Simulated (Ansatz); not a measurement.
InP (started from an entry of an open crystallographic database), relaxed with r2SCAN in Ansatz. Space group F-43m (No. 216), cubic; a = 5.908 Å in the conventional setting, 25.77 Å³ an atom. In has 4 P at 2.56 Å; P has 4 In at 2.56 Å.

The axes x, y and z are those of this cell:
```yaml
crystal:
  lattice:
    - [0.00000, 2.95381, 2.95381]
    - [2.95381, 0.00000, 2.95381]
    - [2.95381, 2.95381, 0.00000]
  atoms:
    - { symbol: In, position: [0.00000, 0.00000, 0.00000] }
    - { symbol: P, position: [0.25000, 0.25000, 0.25000] }
```

Unstrained: PBE gives a direct gap of 0.585 eV at Γ. r2SCAN gives a direct gap of 1.026 eV at Γ. With HSE06 the gap is 1.357 eV and direct, at Γ. Meshes: PBE 8×8×8, r2SCAN 8×8×8, HSE06 6×6×6. Strains are changes of length per length, and xy shears are angles. After each strain the atoms were relaxed again with r2SCAN within the symmetry that the strain leaves, so tilts or polar shifts that break it weren't tested; points keep the names that they have in the unstrained zone. No spin polarisation and no zero-point or thermal motion.

Problem. Apply uniaxial +1.36 % along z, other directions held. How far does the gap move, against the unstrained cell?

Solution. PBE: the gap goes from 0.585 to 0.490 eV (-0.095 eV); with r2SCAN the top three valence levels at Γ, degenerate before, become 2+1 from the top over 66 meV. r2SCAN: the gap goes from 1.026 to 0.924 eV (-0.102 eV). HSE06: the gap goes from 1.357 to 1.250 eV (-0.107 eV). The r2SCAN energy rises by 1.5 meV an atom.

Problem. Apply uniaxial -5.26 % along y, other directions held. How far does the gap move, against the unstrained cell?

Solution. PBE: the gap goes from 0.585 to 0.711 eV (+0.126 eV); with r2SCAN the top three valence levels at Γ, degenerate before, become 1+2 from the top over 249 meV. r2SCAN: the gap goes from 1.026 to 1.164 eV (+0.138 eV). HSE06: the gap goes from 1.357 to 1.505 eV (+0.148 eV). The r2SCAN energy rises by 22.3 meV an atom.

Problem. Estimate what biaxial +4.97 % in x and y, z held does to the gap.

Solution. PBE: gap 0.59 before, 0 after (eV); it has closed; with r2SCAN the top three valence levels at Γ, degenerate before, become 1+2 from the top over 202 meV. r2SCAN: the gap goes from 1.026 to 0.314 eV (-0.712 eV). HSE06: the gap goes from 1.357 to 0.605 eV (-0.752 eV). The r2SCAN energy rises by 54.0 meV an atom.

Problem. Apply xy shear, engineering strain (angle) +3.06 %. How far does the gap move, against the unstrained cell?

Solution. PBE: the gap goes from 0.585 to 0.475 eV (-0.110 eV); with r2SCAN the top three valence levels at Γ, degenerate before, become 1+1+1 from the top over 199 meV. r2SCAN: the gap goes from 1.026 to 0.907 eV (-0.119 eV). HSE06: the gap goes from 1.357 to 1.238 eV (-0.119 eV). The r2SCAN energy rises by 3.5 meV an atom.

No spin-orbit coupling is included; it can move band edges with weight on the heavy atoms by tenths of an eV.

The meshes of the hybrids are coarse, so their gaps aren't converged to the digits shown.

The splittings at Γ are without spin-orbit coupling, which regroups them where it is of like size or larger.
